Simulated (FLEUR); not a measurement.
Au: equation of state with r2SCAN

**The experiment to reproduce.**

“Exploring toroidal anvil profiles for larger sample volumes above 4 Mbar”, 2024, pmc:11102561 quotes, for a bulk crystal of Au: bulk modulus 167 GPa.

Au:

```xyz
1
Lattice="0.0000 2.0350 2.0350 2.0350 0.0000 2.0350 2.0350 2.0350 0.0000" Properties=species:S:1:pos:R:3 pbc="T T T"
Au    0.0000    0.0000    0.0000
```

```
Program                  : FLEUR MaX-R8.1 (later development tree)
Task                     : equation of state
Functional               : r2SCAN
Potentials or basis      : all-electron
Basis                    : FLAPW
Kmax                     : 4.1 1/bohr
k mesh                   : 11 × 11 × 11
Occupations              : fermi-dirac, width 0.05 eV
Spin                     : no spin polarisation
Gmax                     : 12.7 1/bohr
Muffin-tin radii         : Au 2.47 bohr
lmax                     : Au 10
Local orbitals a species : Au 5
```

```yaml
Equilibrium_volume: 17.54 Å³/atom
Bulk_modulus: 157 GPa
```

Energy against volume, from the lowest point:
```tsv
volume (Å³/atom)	energy (meV/atom)
15.843	100.31
16.181	61.38
16.855	14.30
17.529	0.00
17.866	3.02
```

Measured bulk modulus of Au: 167 GPa (quoted in “Exploring toroidal anvil profiles for larger sample volumes above 4 Mbar”, 2024, pmc:11102561). This calculation gives 157 GPa (-5.9 %). The fit is for a static lattice scaled at fixed shape and fixed fractional positions.

Caveat: the meta-GGA is that of a development version, with a GGA for the radial functions and cores and without core tails. The run has no spin-orbit coupling, so splittings on Au are missing.
